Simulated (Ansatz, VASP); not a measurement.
Si in VASP and in Ansatz

```
Si
1.0
     0.00000    2.72185    2.72185
     2.72185    0.00000    2.72185
     2.72185    2.72185    0.00000
Si
2
Cartesian
  2.7219 2.7219 2.7219
  4.0828 4.0828 4.0828
```

Alike in both runs: task relaxation of cell and atoms; functional BLYP; k mesh 8 × 8 × 8; occupations fermi-dirac, width 0.05 eV; no spin polarisation.

|  | VASP | Ansatz |
| --- | --- | --- |
| version | VASP 6.6.1 | Ansatz 0.2.0 |
| potentials or method | VASP PAW PBE potentials, release 64 (Si) | Ansatz PAW |
| plane-wave cutoff (eV) | 600 | 420 |
| valence electrons in the cell | 8 | 8 |

```tsv
	VASP	Ansatz	Ansatz less VASP
gap on the k mesh at the Fermi level, each at its own relaxed structure (eV)	0.92	0.91	-0.011
relaxed volume (Å³/atom)	21.21	21.16	-0.041
relaxed cell length with the largest relative difference (Å)	3.914	3.912	-0.0025
energy change over the relaxation (meV/atom)	-14	-13	+0.9
```

Caveats: the PAW data sets were made with another functional, which shifts forces and pressure a little (VASP); the plane-wave basis is chosen anew once the cell has moved, so the energies of steps on either side of that aren't comparable (Ansatz); the PAW data sets come from PBE, with cores solved anew for the run's functional, which leaves a small shift of forces and pressure (Ansatz). A k mesh can miss the band edges.
